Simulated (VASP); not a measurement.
# Sb (Im-3m) in VASP: further runs, part 2 of 2

VASP 6.6.1. Earlier steps stand in the parts before.

## Step 4: Relaxation of cell and atoms, PBE, target pressure 20 GPa, at which the enthalpy is minimised

Contents of INCAR:

```
PREC = Accurate
ENCUT = 600
EDIFF = 1E-6
ISMEAR = -1
SIGMA = 0.1
LREAL = False
LASPH = True
NELM = 100
ALGO = Fast
ISIF = 3
LWAVE = False
LCHARG = False
GGA = PE
IBRION = 2
NSW = 80
EDIFFG = -0.03
PSTRESS = 200.0
```

Contents of KPOINTS:

```
Automatic mesh
0
Gamma
  10 10 10
```

Contents of POSCAR:

```
Sb
1.0
   -1.7250000000      1.7250000000      1.7250000000
    1.7250000000     -1.7250000000      1.7250000000
    1.7250000000      1.7250000000     -1.7250000000
Sb
1
Direct
    0.0000000000      0.0000000000      0.0000000000
```

Potentials or basis: VASP PAW PBE potentials, release 64 (Sb).

Command:

```sh
> cat potpaw_PBE.64/Sb/POTCAR > POTCAR
> mpirun -np 1 vasp_std > vasp.out
```

OUTCAR:

```text
PREC = Accurate
   ENCUT = 600
   EDIFF = 1E-6
   ISMEAR = -1
   LREAL = False
   LASPH = True
   NELM = 100
   ISIF = 3
   GGA = PE
   IBRION = 2
   NSW = 80
   EDIFFG = -0.03
   PSTRESS = 200.0

 ion  position               nearest neighbor table
   1  0.000  0.000  0.000-

  LATTYP: Found a body centered cubic cell.
 ALAT       =     3.4500000000

  Lattice vectors:

 A1 = (  -1.7250000000,   1.7250000000,   1.7250000000)
 A2 = (   1.7250000000,  -1.7250000000,   1.7250000000)
 A3 = (   1.7250000000,   1.7250000000,  -1.7250000000)

Analysis of symmetry for initial positions (statically):
=====================================================================
 Subroutine PRICEL returns:
 Original cell was already a primitive cell.

 Routine SETGRP: Setting up the symmetry group for a
 body centered cubic supercell.

 Subroutine GETGRP returns: Found 48 space group operations
 (whereof 48 operations were pure point group operations)
 out of a pool of 48 trial point group operations.

The static configuration has the point symmetry O_h .

Analysis of symmetry for dynamics (positions and initial velocities):
=====================================================================
 Subroutine PRICEL returns:
 Original cell was already a primitive cell.

 Routine SETGRP: Setting up the symmetry group for a
 body centered cubic supercell.

 Subroutine GETGRP returns: Found 48 space group operations
 (whereof 48 operations were pure point group operations)
 out of a pool of 48 trial point group operations.

The dynamic configuration has the point symmetry O_h .

 Subroutine INISYM returns: Found 48 space group operations
 (whereof 48 operations are pure point group operations),
 and found     1 'primitive' translations

[... 113 lines left out ...]
  volume/ion in A,a.u.               =      20.53       138.56
  Fermi-wavevector in a.u.,A,eV,Ry     =   1.022325  1.931915 14.220113  1.045149
  Thomas-Fermi vector in A             =   2.155998
   LORBIT       =      0    0 simple, 1 ext, 2 COOP (PROOUT), +10 PAW based schemes
   GGA     = PE    functional components
   LHFCALC =     F    Hartree Fock is set to
   AEXX    =    0.0000 exact exchange contribution
   IVDW    =     0    specifies the selected vdW correction
   LEPSILON=     F    determine dielectric tensor
   LRPA    =     F    only Hartree local field effects (RPA)
 conjugate gradient relaxation of ions
 non-spin polarized calculation
 RMM-DIIS sequential band-by-band and
  energy-cutoff  :      600.00
  volume of cell :       20.53
 maximum number of plane-waves:       699
   NGX = 11   NGY = 11   NGZ = 11

--------------------------------------- Ionic step        1  -------------------------------------------

 number of electron       5.0000000 magnetization

 Free energy of the ion-electron system (eV)
  ---------------------------------------------------
  ext. energy  EPLUGINS =         0.00000000
  ---------------------------------------------------
  free energy    TOTEN  =        -3.37236981 eV

  energy without entropy =       -3.34330538  energy(sigma->0) =       -3.35783760

------------------------ aborting loop because EDIFF is reached ----------------------------------------

  FORCE on cell =-STRESS in cart. coord.  units (eV):
  Direction    XX          YY          ZZ          XY          YZ          ZX
  --------------------------------------------------------------------------------------
  -------------------------------------------------------------------------------------
  Total        4.1743839      4.1743839      4.1743839      0.0000000      0.0000000     -0.0000000
  in kB      325.7434420    325.7434420    325.7434420      0.0000000      0.0000000     -0.0000000
  external PRESSURE =     125.7434420 kB  Pullay stress =     200.0000000 kB
[... 24 lines left out ...]
--------------------------------------- Ionic step        2  -------------------------------------------

 number of electron       4.9999999 magnetization

 E-fermi :   9.0624     XC(G=0): -10.4321

 val. band max:        9.0623252671   @ k =   0.3000   0.1000   0.1000
 cond. band min:       9.1257250720   @ k =   0.5000   0.5000   0.3000
 fundamental gap:      0.0633998049
 Fermi energy:         9.0623922777

 k-point     1 :       0.0000    0.0000    0.0000
  band No.  band energies     occupation
      1      -4.1417      2.00000
      2      14.9384      0.00000
      3      14.9384      0.00000
      4      14.9384      0.00000
      5      19.8015      0.00000
      6      19.8018      0.00000
[... 280 lines left out ...]
--------------------------------------- Ionic step        4  -------------------------------------------

 number of electron       5.0000000 magnetization

 Free energy of the ion-electron system (eV)
  ---------------------------------------------------
  ext. energy  EPLUGINS =         0.00000000
  ---------------------------------------------------
  free energy    TOTEN  =        -3.64200330 eV

  energy without entropy =       -3.61305734  energy(sigma->0) =       -3.62753032

 E-fermi :  11.2214     XC(G=0): -11.0951

 val. band max:       11.1916922656   @ k =   0.3000   0.1000   0.1000
 cond. band min:      11.3473851176   @ k =  -0.4000   0.4000   0.2000
 fundamental gap:      0.1556928520
 Fermi energy:        11.2214214902

 k-point     1 :       0.0000    0.0000    0.0000
  band No.  band energies     occupation
      1      -3.3201      2.00000
      2      18.3907      0.00000
      3      18.3907      0.00000
      4      18.3907      0.00000
      5      22.5365      0.00000
      6      22.5365      0.00000
[... 239 lines left out ...]
  energy  without entropy=       -3.6130573446  energy(sigma->0) =       -3.62753032

  enthalpy is  TOTEN    =        -0.8708069818 eV   P V=        2.7711963190

 reached required accuracy - stopping structural energy minimisation
```

OSZICAR:

```text
N       E                     dE             d eps       ncg     rms          rms(c)
DAV:   1     0.113417968162E+02    0.11342E+02   -0.19771E+03   582   0.653E+02
DAV:   2    -0.319503323072E+01   -0.14537E+02   -0.13619E+02   798   0.859E+01
DAV:   3    -0.337979026332E+01   -0.18476E+00   -0.18100E+00   696   0.109E+01
DAV:   4    -0.338043098824E+01   -0.64072E-03   -0.64070E-03   744   0.811E-01
[... 26 lines left out ...]
       N       E                     dE             d eps       ncg     rms          rms(c)
DAV:   1    -0.364207054952E+01    0.10378E-01   -0.23731E-03   690   0.297E-01    0.489E-02
RMM:   2    -0.364202613681E+01    0.44413E-04   -0.26337E-05   564   0.485E-02    0.276E-02
RMM:   3    -0.364200321410E+01    0.22923E-04   -0.30038E-05   564   0.392E-02    0.547E-03
RMM:   4    -0.364200330079E+01   -0.86689E-07   -0.13626E-06   427   0.116E-02
   4 F= -.87080698E+00 E0= -.85633400E+00  d E =-.614259E-01
```

CONTCAR:

```text
Sb
   1.00000000000000
    -1.7705001298874472    1.7705001298874472    1.7705001298874472
     1.7705001298874472   -1.7705001298874472    1.7705001298874472
     1.7705001298874472    1.7705001298874472   -1.7705001298874472
  Sb
     1
Direct
     0.0000000000000000    0.0000000000000000    0.0000000000000000

  0.00000000E+00  0.00000000E+00  0.00000000E+00
```

It took 6.7 s on 1 thread of Intel Xeon 6975P-C (Granite Rapids), shared host; peak memory 0.15 GiB.

What came out:

* Free energy: -3.6420 eV
* Relaxed volume: 22.20 Å³/atom
* Relaxed cell: a = 3.067 Å, b = 3.067 Å, c = 3.067 Å, α = 109.47°, β = 109.47°, γ = 109.47°
* Space group after relaxing (to 0.05 Å): Im-3m (No. 229)
* Energy change on relaxing (the enthalpy is what falls): -269.6 meV/atom
* Ionic steps: 4
* Pressure after relaxing: 20.0 GPa
* Band gap on the k mesh: none (metal or under the smearing width)

Step by step:
```tsv
step	energy change (eV)	largest force (eV/Å)	pressure (GPa)	volume (Å³)
1	0.0000	0.0000	32.57	20.53
2	-0.5175	0.0000	4.49	25.70
3	-0.2801	0.0000	19.43	22.28
4	-0.2696	0.0000	20.01	22.20
```

Final structure:
```cif
data_structure
_symmetry_space_group_name_H-M 'P 1'
_symmetry_Int_Tables_number 1
_cell_length_a 3.0666
_cell_length_b 3.0666
_cell_length_c 3.0666
_cell_angle_alpha 109.471
_cell_angle_beta 109.471
_cell_angle_gamma 109.471
_cell_volume 22.20
loop_
_atom_site_label
_atom_site_type_symbol
_atom_site_fract_x
_atom_site_fract_y
_atom_site_fract_z
_atom_site_occupancy
Sb1 Sb 0.00000 0.00000 0.00000 1
```

Caveat: the cell is relaxed towards a set pressure, so the enthalpy falls and the energy may rise.

## Step 5: Summary

```tsv
task	cell	cutoff (eV)	target pressure	gap on the mesh (eV)	pressure (GPa)
relaxation of cell and atoms	relaxed	600	-	none	0.0
single point	Im-3m, 22.21 Å³/atom	520	-	none	20.0
relaxation of cell and atoms	relaxed to 20 GPa	600	20 GPa	none	20.0
```

Alike in all rows: level PBE; potentials or basis VASP PAW PBE potentials, release 64 (Sb); no spin polarisation; k mesh 10 × 10 × 10; smearing fermi-dirac 0.1 eV.

Caveats: the volume moved by over 15 % at a fixed basis, so the end points are rough (some runs); the volume moved by +34 % from the deposited cell, more than functionals usually miss (some runs); so large a pressure means that the cell lies far from this level's equilibrium, or that cutoff or potentials fall short (some runs); the cell is relaxed towards a set pressure, so the enthalpy falls and the energy may rise (some runs).

Absolute energies hang on the potentials; compare differences alone.
